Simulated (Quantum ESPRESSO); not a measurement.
The system is MnO.

```
Mn O
1.0
     3.37170    0.00000    0.00000
    -1.68585    2.91998    0.00000
     0.00000    0.00000    5.38550
Mn O
2 2
Direct
  0.33333 0.66667 0.01096
  0.66667 0.33333 0.51096
  0.33333 0.66667 0.37547
  0.66667 0.33333 0.87547
```

Measurements of this composition are mostly on another form, of space group No. 225.

Base run:

* Program: Quantum ESPRESSO 7.5
* Functional: PBE
* Potentials or basis: GBRV 1.5 PBE
* Cutoff: 612 eV
* Density cutoff: 4898 eV
* k mesh: 6 × 6 × 4
* Occupations: gaussian, width 0.05 eV
* Spin: no spin polarisation
* Hubbard terms: Mn d U = 7 eV

Its results: band gap on the k mesh none (metal or under the smearing width); pressure -15.7 GPa; largest force 0.382 eV/Å.

Task: The run is repeated on the same cell with these changes: spin from no spin polarisation to collinear spin, antiferromagnetic start; magnetic state asked for from nm to afm. What comes out?

Result: Band gap on the k mesh 1.08 eV, indirect (least direct gap 1.10 eV); pressure 12.9 GPa; net moment 0.00 μB per cell; site moments Mn +4.00, -4.00; O -0.03, +0.03 μB; largest force 0.877 eV/Å.

Caveats: U without spin polarisation on a metal has little footing (some runs).

A k mesh can miss the band edges.
